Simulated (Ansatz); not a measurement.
# InAs: the cost of one run

Program: Ansatz 0.2.0. Level of theory: DFT PBE, scalar-relativistic, plane waves, PAW. These are calculated values, not measurements.

The COD entry's cell or inner coordinates are ideal or old and differ from later refinements, so a difference from it is no clean test against experiment.

3 further runs of the same task are left out: 3 set aside as unsound or not needed.

### Step 1. The starting structure

It takes space group F-43m (No. 216, cubic). Conventional cell: a = 6.187 Å, b = 6.187 Å, c = 6.187 Å, α = 90.00°, β = 90.00°, γ = 90.00°. In (site symmetry -43m) is surrounded by 4 As at 2.68 Å. Around As (site symmetry -43m) lie 4 In at 2.68 Å.

Structure file:

```cif
data_structure
_symmetry_space_group_name_H-M 'P 1'
_symmetry_Int_Tables_number 1
_cell_length_a 6.1868
_cell_length_b 6.1868
_cell_length_c 6.1868
_cell_angle_alpha 90.000
_cell_angle_beta 90.000
_cell_angle_gamma 90.000
_cell_volume 236.80
loop_
_atom_site_label
_atom_site_type_symbol
_atom_site_fract_x
_atom_site_fract_y
_atom_site_fract_z
_atom_site_occupancy
In1 In 0.00000 0.00000 0.00000 1
In2 In 0.50000 0.50000 0.00000 1
In3 In 0.50000 0.00000 0.50000 1
In4 In 0.00000 0.50000 0.50000 1
As1 As 0.75000 0.75000 0.75000 1
As2 As 0.25000 0.25000 0.75000 1
As3 As 0.25000 0.75000 0.25000 1
As4 As 0.75000 0.25000 0.25000 1
```

It is built from the cell relaxed beforehand with the same method (29.60 Å³/atom).

### Step 2. The undisturbed cell

input.yaml

```yaml
crystal:
  lattice:
    - [6.1867593201, 0.0, 0.0]
    - [0.0, -6.1867593201, 0.0]
    - [0.0, 0.0, -6.1867593201]
  atoms:
    - { symbol: In, position: [0.0, 0.0, 0.0] }
    - { symbol: In, position: [0.5, 0.5, 0.0] }
    - { symbol: In, position: [0.5, 0.0, 0.5] }
    - { symbol: In, position: [0.0, 0.5, 0.5] }
    - { symbol: As, position: [0.75, 0.75, 0.75] }
    - { symbol: As, position: [0.25, 0.25, 0.75] }
    - { symbol: As, position: [0.25, 0.75, 0.25] }
    - { symbol: As, position: [0.75, 0.25, 0.25] }
basis:
  ecutwfc: 420
kpoints:
  mp_grid: { grid: [10, 10, 10] }
hamiltonian:
  xc: pbe
scf:
  occupations: { method: gaussian, width: 0.15 }
output:
  forces: true
  stress: true
  eigenvalues: true
  write_density: true
  write_potential: true
  elf: true
  volumetric_format: npy
```

Run with:

```bash
ansatz run input.yaml --threads 1 --pin off --max-ram 2560MiB --backend cpu --events-out ev --progress --plain --runs-dir out
```

Q: Estimate wall time and peak memory on 1 thread of AMD EPYC 9R45 (Zen 5), shared host.

About 39 s, with a peak of 0.9 GiB.
